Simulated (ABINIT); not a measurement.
Runs of ABINIT 10.8.3 (patched build) on CdS (Greenockite). It takes space group P6_3mc (No. 186, hexagonal). Conventional cell: a = 4.150 Å, b = 4.150 Å, c = 6.737 Å, α = 90.00°, β = 90.00°, γ = 120.00°. Cd (site symmetry 3m) is surrounded by 4 S at 2.53 to 2.54 Å. Around S (site symmetry 3m) lie 4 Cd at 2.53 to 2.54 Å. 

```tsv
task	level	potentials or basis	k mesh	gap on the mesh (eV)	largest force (eV/Å)
band structure	HCTH407	JTH PAW PBE v2.0	7 × 7 × 4	1.67	0.06
single point	LDA	JTH PAW LDA v2.0	9 × 9 × 5	0.89	0.06
band structure	LDA-Teter	JTH PAW LDA v2.0	7 × 7 × 4	0.89	0.06
band structure	revPBE	JTH PAW PBE v2.0	7 × 7 × 4	1.31	(a)
band structure	LDA-VWN	JTH PAW LDA v2.0	7 × 7 × 4	0.89	0.06
```

Alike in all rows: no spin polarisation; cell as given; cutoff (eV) 544; smearing fermi-dirac 0.05 eV.

Q: Estimate the missing entries.

A: (a) 0.07.

Caveats: the PAW data sets were made with another functional, which shifts forces and pressure a little (some runs).

A k mesh can miss the band edges, and the runs leave out spin-orbit coupling on Cd.
